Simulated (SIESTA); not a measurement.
**TiO2 (Anatase) under changes of volume**

One of the cells (11.354 Å³/atom); the others are scaled copies at fixed shape and fractional positions:

```
Ti O
1.0
    -1.89210    1.89210    4.75730
     1.89210   -1.89210    4.75730
     1.89210    1.89210   -4.75730
Ti O
2 4
Direct
  0.75000 0.25000 0.50000
  0.00000 0.00000 0.00000
  0.79190 0.79190 0.00000
  0.54190 0.04190 0.50000
  0.95810 0.45810 0.50000
  0.20810 0.20810 0.00000
```

| Item | Value |
| --- | --- |
| Program | SIESTA 5.4.2 |
| Functional | PBE |
| Potentials or basis | SG15 1.2 (PBE files) or PseudoDojo by element |
| Basis | DZP (energy shift 0.003 Ry; two zetas on semicore shells) |
| Grid cutoff | 800 Ry |
| Energy shift | 0.003 Ry |
| k mesh | 7 × 7 × 7 |
| Occupations | fermi-dirac, width 0.05 eV |
| Spin | no spin polarisation |

```tsv
volume (Å³/atom)	energy over the lowest point (meV/atom)	pressure (GPa)	gap on the mesh (eV)	largest force (eV/Å)
10.673	?	?	?	?
10.900	59.77	21.0	2.09	0.515
11.127	34.15	15.3	2.05	0.371
11.354	15.88	10.5	2.01	0.235
11.581	4.83	5.7	1.97	0.113
11.808	0.00	1.3	1.93	0.006
12.035	0.91	-2.4	1.89	0.127
```

Task: What does the run at 10.673 Å³/atom give?

Result: Energy over the lowest point 93.96 meV/atom; pressure 27.3 GPa; gap on the mesh 2.13 eV; largest force 0.687 eV/Å.

Worked out: A Birch-Murnaghan fit of order 3 (a polynomial in V^(-2/3)) to the other rows has its minimum at 11.88 Å³/atom with B0 = V·E''(V) = 207 GPa and B' = 3.8 at fixed shape and positions, which overstates the stiffness. It gives 93.86 meV/atom at 10.673 Å³/atom, against the run's 93.96, and -dE/dV = 27.2 GPa, against 27.3. A straight line through the other rows of the gap, of slope -2.02 eV per unit of ln V, extrapolates to 2.13 eV, against the run's 2.13.

Energies are extrapolated to zero smearing.

Caveats: an odd mesh through Γ misses points on the zone boundary, where band edges often lie; the basis of atomic orbitals isn't converged, which shifts pressures, moduli and gaps.
